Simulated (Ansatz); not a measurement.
The system is HfB2.

```
Hf B
1.0
     3.14000    0.00000    0.00000
    -1.57000    2.71932    0.00000
     0.00000    0.00000    3.48000
Hf B
1 2
Direct
  0.00000 0.00000 0.00000
  0.66667 0.33333 0.50000
  0.33333 0.66667 0.50000
```

- Program: Ansatz 0.2.0
- Task: single point
- Functional: PBE
- Potentials or basis: Ansatz PAW
- Cutoff: 420 eV (not typed: the program's choice for these potentials)
- k mesh: 10 × 10 × 8
- Occupations: fermi-dirac, width 0.05 eV
- Spin: no spin polarisation

On this cell: pressure 1.4 GPa; largest force under 0.003 eV/Å; band gap on the k mesh none (metal or under the smearing width).

The same run follows on a disturbed copy (atoms moved at random, drawn with an rms of 0.05 Å):

```
Hf B
1.0
     3.14000    0.00000    0.00000
    -1.57000    2.71932    0.00000
     0.00000    0.00000    3.48000
Hf B
1 2
Direct
  0.00407 0.99622 0.99703
  0.67352 0.34355 0.49131
  0.31739 0.67513 0.48455
```

Problem. What does the disturbed cell give?

Solution. The energy (extrapolated to zero smearing) moves by +21.9 meV/atom; pressure 2.2 GPa; largest force 1.320 eV/Å; band gap on the k mesh none (metal or under the smearing width).

Forces in eV/Å, atoms in the order of the input:
```
Hf  -0.677  0.522 -0.492
B   -0.580 -0.397  0.107
B    1.257 -0.125  0.384
```

Stress tensor (GPa, compression positive):
```
 2.38 -0.43  0.48
-0.43  1.91 -0.32
 0.48 -0.32  2.29
```
